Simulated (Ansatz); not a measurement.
The system is Cs2AgBiBr6.

```
Bi Cs Ag Br
1.0
     0.00000    5.61610    5.61610
     5.61610    0.00000    5.61610
     5.61610    5.61610    0.00000
Bi Cs Ag Br
1 2 1 6
Cartesian
  0.0000 0.0000 0.0000
  8.4242 8.4242 8.4242
  2.8081 2.8081 2.8081
  5.6161 5.6161 5.6161
  5.6161 5.6161 8.4180
  5.6161 5.6161 2.8142
  2.8142 5.6161 5.6161
  5.6161 8.4180 5.6161
  8.4180 5.6161 5.6161
  5.6161 2.8142 5.6161
```

Base run:

```yaml
Program: Ansatz 0.2.0
Functional: BLYP
Potentials_or_basis: Ansatz PAW
Cutoff: "420 eV (not typed: the program's choice for these potentials)"
k_mesh: 4 × 4 × 4
Occupations: fermi-dirac, width 0.05 eV
Spin: no spin polarisation
```

Its results: band gap on the k mesh 1.29 eV, indirect (least direct gap 2.48 eV); pressure 3.7 GPa; largest force 0.342 eV/Å.

**Question.** After a change of settings the same cell gave: band gap on the k mesh 1.34 eV, indirect (least direct gap 2.53 eV); pressure 3.5 GPa; largest force 0.249 eV/Å. Which change was it?
A. functional from BLYP to r2SCAN; cutoff from 420 eV (not typed: the program's choice for these potentials) to 500 eV (not typed: the program's choice for these potentials)
B. functional from BLYP to LDA
C. functional from BLYP to RPBE
D. functional from BLYP to PBEsol

**Answer.** C.

Caveats: spin-orbit coupling is left out, which as a rule narrows the gap of such compounds by several tenths of an eV; the PAW data sets come from PBE, with cores solved anew for the run's functional, which leaves a small shift of forces and pressure.

Runs at the PBE level aren't shown here.
